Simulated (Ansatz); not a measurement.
Calculated with Ansatz (gas phase, PBE0-D4/def2-TZVP geometries, no zero-point term in ΔE). CCSD(T)/CBS adds triple-zeta CCSD(T) − MP2 to the extrapolated MP2 energy (def2 sets, frozen cores). This one scheme is used for every species. Functionals use def2-TZVPP. One conformer a species, not always the lowest.

`CCCSCC` + `C[SiH2]O` → `CCO[SiH2]C` + `CCCS`  (substitution at a C–S bond)

```tsv
level	ΔE (kJ/mol)
ωB97M-V	36.5
B2PLYP	35.0
SCS-MP2/def2-TZVPP	39.2
CCSD/CBS(def2)	39.0
```

Q: What does CCSD(T)/CBS give? (Estimate.)

A: The calculation gave: +41.5 kJ/mol. The listed levels differ from it by -5.0, -6.5, -2.3, -2.5 kJ/mol.

Largest T1 diagnostic among the species: 0.010.

In def2-TZVPP, CCSD(T) changes the Hartree–Fock value by +14.4 kJ/mol (the triples alone add +2.5 kJ/mol) and MP2 by +23.3 kJ/mol.

CCSD(T)/CBS has its own doubt, a few kJ/mol and more with outer-core shells, so smaller differences from it don't rank the levels.
